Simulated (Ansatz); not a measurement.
**BeTe: the cell at several levels of theory**

One table from this session's results is given with a row withheld; the runs are named, their logs left out.

The runs shown are made with Ansatz 0.2.0. PAW datasets, plane waves, zero pressure. Calculated at 0 K for a non-magnetic cell.

## Starting point

This is the cell as the run starts from it, not yet at rest; its lengths are not the crystal's.

The symmetry is F-43m (No. 216, cubic); conventional cell a = 5.294 Å, 18.54 Å³ an atom. Be has 4 Te at 2.29 Å; Te has 4 Be at 2.29 Å.

Coordinates:

```cif
data_structure
_symmetry_space_group_name_H-M 'P 1'
_symmetry_Int_Tables_number 1
_cell_length_a 3.7433
_cell_length_b 3.7433
_cell_length_c 3.7433
_cell_angle_alpha 60.000
_cell_angle_beta 60.000
_cell_angle_gamma 60.000
_cell_volume 37.09
loop_
_atom_site_label
_atom_site_type_symbol
_atom_site_fract_x
_atom_site_fract_y
_atom_site_fract_z
_atom_site_occupancy
Be1 Be 0.00000 0.00000 0.00000 1
Te1 Te 0.25000 0.25000 0.25000 1
```

The first run:

Contents of input.yaml:

```yaml
crystal:
  lattice:
    - [0.0, 2.6469200441, 2.6469200441]
    - [2.6469200441, 0.0, 2.6469200441]
    - [2.6469200441, 2.6469200441, 0.0]
  atoms:
    - { symbol: Be, position: [0.0, 0.0, 0.0] }
    - { symbol: Te, position: [0.25, 0.25, 0.25] }
kpoints:
  mp_grid: { grid: [8, 8, 8] }
hamiltonian:
  xc: pbe
scf:
  occupations: { method: fermi_dirac, width: 0.02 }
relax:
  f_tol: 0.005
  cell: {}
```

On the command line:

```console
$ ansatz run input.yaml --threads 4 --pin off --max-ram 7372MiB --backend cpu --events-out ev --progress --plain --runs-dir out
```

Steps of the session up to this table: Relaxing with PBE; Relaxing with r2SCAN; Relaxation with PBEsol; Relaxing with LDA; HSE06: cell and atoms.

One table of the session follows, with a row left open; its other results are not shown here.

| level | a (Å) | volume (Å³/atom) |
| --- | --- | --- |
| PBE | 5.664 | 22.713 |
| r2SCAN | 5.657 | 22.632 |
| PBEsol | 5.606 | 22.022 |
| LDA | 5.555 | 21.426 |
| HSE06 | ? | ? |

**Question.** Estimate the row for HSE06.

As computed: a (Å): 5.631; volume (Å³/atom): 22.323. In the column «a (Å)» it lies between PBEsol (5.606) and r2SCAN (5.657).

The volume runs from LDA (least) to PBE (most), a spread of 6.0 %, or 2.0 % in length if all axes shared it alike. The meshes differ: PBE 8×8×8, r2SCAN 8×8×8, PBEsol 8×8×8, LDA 8×8×8, HSE06 6×6×6.
